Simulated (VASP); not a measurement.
The system is Os.

```
CELL_PARAMETERS angstrom
-1.51829 1.51829 1.51829
1.51829 -1.51829 1.51829
1.51829 1.51829 -1.51829
ATOMIC_POSITIONS crystal
Os 0.00000 0.00000 0.00000
```

This isn't the form of Os at room conditions, which is hcp.

```yaml
Program: VASP 6.6.1
Task: relaxation of cell and atoms
Functional: PBEsol
Potentials_or_basis: VASP PAW PBE potentials, release 64 (Os)
Cutoff: 300 eV
k_mesh: 20 × 20 × 20
Occupations: gaussian, width 0.1 eV
Spin: no spin polarisation
```

At the start: pressure 9.7 GPa; volume 14.00 Å³/atom.

Q: Where does the relaxation end?

A: Over 4 steps the energy falls by 9.6 meV/atom and the volume is 14.33 Å³/atom (+2.3 %); space group Im-3m (No. 229, to 0.05 Å).

Step by step:
```csv
step,energy change (eV),largest force (eV/Å),pressure (GPa),volume (Å³)
1,0.0000,0.0000,9.69,14.00
2,0.1437,0.0000,-30.37,15.79
3,-0.0095,0.0000,-0.41,14.34
4,-0.0096,0.0000,-0.02,14.33
```

Final structure:
```cif
data_structure
_symmetry_space_group_name_H-M 'P 1'
_symmetry_Int_Tables_number 1
_cell_length_a 2.6500
_cell_length_b 2.6500
_cell_length_c 2.6500
_cell_angle_alpha 109.471
_cell_angle_beta 109.471
_cell_angle_gamma 109.471
_cell_volume 14.33
loop_
_atom_site_label
_atom_site_type_symbol
_atom_site_fract_x
_atom_site_fract_y
_atom_site_fract_z
_atom_site_occupancy
Os1 Os 0.00000 0.00000 0.00000 1
```

Caveat: the PAW data sets were made with another functional, which shifts forces and pressure a little.
